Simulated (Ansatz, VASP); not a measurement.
## Two plane-wave programs on KMgF3

INCAR

```
PREC = Accurate
ENCUT = 520
EDIFF = 1E-6
ISMEAR = 0
SIGMA = 0.05
LREAL = False
LASPH = True
NELM = 100
ALGO = Fast
ISIF = 2
LWAVE = False
LCHARG = False
GGA = PS
NBANDS = 24
```

KPOINTS

```
regular mesh
0
Gamma
  6 6 6
```

File POSCAR:

```
KMgF3
1.0
    3.9859000000      0.0000000000      0.0000000000
    0.0000000000      3.9859000000      0.0000000000
    0.0000000000      0.0000000000      3.9859000000
K Mg F
1 1 3
Direct
    0.5000000000      0.4247346898      0.5000000000
    0.0000000000      0.0000000000      0.0000000000
    0.5000000000      0.0000000000      0.0000000000
    0.0000000000      0.5000000000      0.0000000000
    0.0000000000      0.0000000000      0.5000000000
```

Input for Ansatz:

```yaml
crystal:
  lattice:
    - [3.9859, 0.0, 0.0]
    - [0.0, 3.9859, 0.0]
    - [0.0, 0.0, 3.9859]
  atoms:
    - { symbol: K, position: [0.5, 0.4247346898, 0.5] }
    - { symbol: Mg, position: [0.0, 0.0, 0.0] }
    - { symbol: F, position: [0.5, 0.0, 0.0] }
    - { symbol: F, position: [0.0, 0.5, 0.0] }
    - { symbol: F, position: [0.0, 0.0, 0.5] }
basis:
  ecutwfc: 420
kpoints:
  mp_grid: { grid: [6, 6, 6] }
hamiltonian:
  xc: pbesol
scf:
  occupations: { method: gaussian, width: 0.05 }
output:
  forces: true
  stress: true
  eigenvalues: true
```

Alike in both runs: task single point; functional PBEsol; k mesh 6 × 6 × 6; occupations gaussian, width 0.05 eV; no spin polarisation.

```csv
,VASP,Ansatz
version,VASP 6.6.1,Ansatz 0.2.0
potentials or method,"VASP PAW PBE potentials, release 64 (K_sv, Mg, F)","scalar-relativistic, plane waves, PAW"
plane-wave cutoff (eV),520,420
valence electrons in the cell,32,40
```

Ansatz gave:

| Item | Value |
| --- | --- |
| gap on the k mesh at the Fermi level (eV) | 7.15 |
| least direct gap on the mesh (eV) | 7.48 |
| pressure (GPa) | 1.3 |
| largest component of the traceless stress (GPa) | 0.15 |
| rms of the force components (eV/Å) | 0.206 |

Q: Estimate VASP's values.

A: gap on the k mesh at the Fermi level (eV): 7.13; least direct gap on the mesh (eV): 7.46; pressure (GPa): 1.0; largest component of the traceless stress (GPa): 0.16; rms of the force components (eV/Å): 0.213.

Atom by atom the forces differ by 0.008 eV/Å (rms over components). The two sets of potentials don't hold the same shells in valence.

Caveats: the PAW data sets were made with another functional, which shifts forces and pressure a little (VASP). A k mesh can miss the band edges.
